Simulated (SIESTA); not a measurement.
## Lu under changes of volume

One of the cells (30.444 Å³/atom); the others are scaled copies at fixed shape and fractional positions:

```
CELL_PARAMETERS angstrom
-1.96705 1.96705 1.96705
1.96705 -1.96705 1.96705
1.96705 1.96705 -1.96705
ATOMIC_POSITIONS crystal
Lu 0.00000 0.00000 0.00000
```

This isn't the form of Lu at room conditions, which is hcp.

```yaml
Program: SIESTA 5.4.2
Functional: PBE
Potentials_or_basis: PseudoDojo 0.4 standard (PBE files)
Basis: DZP (energy shift 0.002 Ry; radii capped at 9.5 bohr)
Grid_cutoff: 500 Ry
Energy_shift: 0.002 Ry
k_mesh: 10 × 10 × 10
Occupations: fermi-dirac, width 0.05 eV
Spin: no spin polarisation
```

```tsv
volume (Å³/atom)	energy over the lowest point (meV/atom)	pressure (GPa)
28.056	12.50	2.8
28.653	4.27	1.7
29.250	0.00	0.7
30.444	?	?
31.041	6.69	-1.7
31.638	14.49	-2.3
```

**Question.** What does the run at 30.444 Å³/atom give?

**Answer.** Energy over the lowest point 1.41 meV/atom; pressure -0.9 GPa.

Worked out: A Birch-Murnaghan fit of order 3 (a polynomial in V^(-2/3)) to the other rows has its minimum at 29.70 Å³/atom with B0 = V·E''(V) = 43 GPa and B' = 4.0. It gives 1.50 meV/atom at 30.444 Å³/atom, against the run's 1.41, and -dE/dV = -1.0 GPa, against -0.9.

Energies are extrapolated to zero smearing.

Caveats: semicore shells carry a single zeta, which can move pressures by several GPa and volumes by a few percent; the basis of atomic orbitals isn't converged, which shifts pressures, moduli and gaps.
